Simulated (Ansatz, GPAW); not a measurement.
This is a calculation of CaO for GPAW 26.7.0 (ASE script). The cell is a database's computed one, not the measured one.

run.py

```python
from ase.dft.bandgap import bandgap
from ase.io import read, write
from ase.units import GPa
from gpaw import GPAW, PW

atoms = read('POSCAR')

calc = GPAW(mode=PW(800),
            xc='PBE',
            kpts={'size': (10, 10, 10), 'gamma': True},
            occupations={'name': 'methfessel-paxton', 'order': 0, 'width': 0.016},
            nbands=16,
            convergence={'density': 1e-05, 'energy': 1e-05},
            maxiter=150,
            txt='gpaw.txt')
atoms.calc = calc
energy = atoms.get_potential_energy()
forces = atoms.get_forces()
stress = atoms.get_stress()
calc.write('gs.gpw')
write('result.traj', atoms)
print(f'Energy: {energy:.6f} eV')
print('Forces (eV/A):')
print(forces.round(4))
print('Stress (GPa):', (stress / GPa).round(3))
print('Fermi level:', round(calc.get_fermi_level(), 4), 'eV')
print(f'Gap: {bandgap(calc)[0]:.4f} eV, direct: {bandgap(calc, direct=True)[0]:.4f} eV')
```

File POSCAR:

```
CaO
1.0
    0.0000000000      2.4035556960      2.4035556960
    2.4035556960      0.0000000000      2.4035556960
    2.4035556960      2.4035556960      0.0000000000
Ca O
1 1
Direct
    0.0000000000      0.0000000000      0.0000000000
    0.5000000000      0.5000000000      0.5000000000
```

Potentials or basis: GPAW PAW data sets (gpaw-data 1.2.1), pw.

The run is started by

```bash
$ OMP_NUM_THREADS=1 python run.py
```

Task: What does the same run look like in Ansatz 0.2.0? Potentials or basis there: all-electron LAPW, scalar-relativistic.

Result: As run (cutoffs and basis follow the program's own potentials, and thresholds, step limits or extra output files can differ):

input.yaml

```yaml
crystal:
  lattice:
    - [0.0, 2.403555696, 2.403555696]
    - [2.403555696, 0.0, 2.403555696]
    - [2.403555696, 2.403555696, 0.0]
  atoms:
    - { symbol: Ca, position: [0.0, 0.0, 0.0] }
    - { symbol: O, position: [0.5, 0.5, 0.5] }
kpoints:
  mp_grid: { grid: [10, 10, 10] }
scf:
  occupations: { method: gaussian, width: 0.016 }
hamiltonian:
  xc: pbe
  pseudopotentials: { kind: all_electron, lapw: { basis_error: 0.001 } }
output:
  forces: true
  stress: true
  eigenvalues: true
```

Potentials or basis: all-electron LAPW, scalar-relativistic.

Command:

```bash
$ ansatz run input.yaml --threads 1 --pin off --max-ram 3072MiB --backend cpu --events-out ev --progress --plain --runs-dir out
```

Both were run:

|  | GPAW | Ansatz |
| --- | --- | --- |
| Pressure | 2.2 GPa | 1.6 GPa |

Where Ansatz's input types no cutoff or centring, it takes its own default and a Γ-centred mesh.

Pressure is positive in compression.
